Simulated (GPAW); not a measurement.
# ZnSe (Stilleite): single point with PBE

**The experiment to reproduce.**

“Alloy Disordering Effects on the Thermal Conductivity and Energy Gap Temperature Dependence of Cd1−xZnxSe Ternary Crystals Grown by the Bridgman Method”, 2023, pmc:10253836 reports, for a bulk crystal of ZnSe at 300 K: band gap 2.695 ± 0.003 eV (an exciton energy, a little under the gap).

The system is ZnSe (Stilleite).

```
Se Zn
1.0
     0.00000    2.83380    2.83380
     2.83380    0.00000    2.83380
     2.83380    2.83380    0.00000
Se Zn
1 1
Direct
  0.75000 0.75000 0.75000
  0.00000 0.00000 0.00000
```

- Program: GPAW 26.7.0
- Task: single point
- Functional: PBE
- Potentials or basis: GPAW PAW data sets (gpaw-data 1.2.1)
- Cutoff: 600 eV
- Basis: pw
- k mesh: 8 × 8 × 8
- Occupations: gaussian, width 0.03 eV
- Spin: no spin polarisation

| Quantity | Value |
| --- | --- |
| Pressure | 2.1 GPa |
| Band gap on the k mesh | 1.30 eV, direct |

Levels at points of the mesh, in eV from the valence-band top:
```
           k point  band 7  band 8  band 9  band 10  band 11  band 12
(0.00, 0.00, 0.00)    0.00    0.00    0.00     1.30     5.81     5.81
(0.50, 0.50, 0.00)   -4.74   -2.18   -2.18     2.99     3.47    10.73
(0.50, 0.50, 0.50)   -5.22   -0.87   -0.87     2.55     6.39     6.39
```

It took 13 s on 1 thread of Arm Neoverse V2, on a shared host, peak memory 0.16 GiB.

Measured gap of ZnSe: 2.695 eV (an exciton energy, a little under the gap; 300 K; “Alloy Disordering Effects on the Thermal Conductivity and Energy Gap Temperature Dependence of Cd1−xZnxSe Ternary Crystals Grown by the Bridgman Method”, 2023, pmc:10253836). This calculation gives 1.30 eV (-1.40 eV). So large a miss can be the level of theory's own, or it may mean another phase, state or a wrong row. Spin-orbit coupling on Se is left out. The value is that of PBE, without temperature or zero-point motion. Semilocal functionals fall short of measured gaps as a rule.
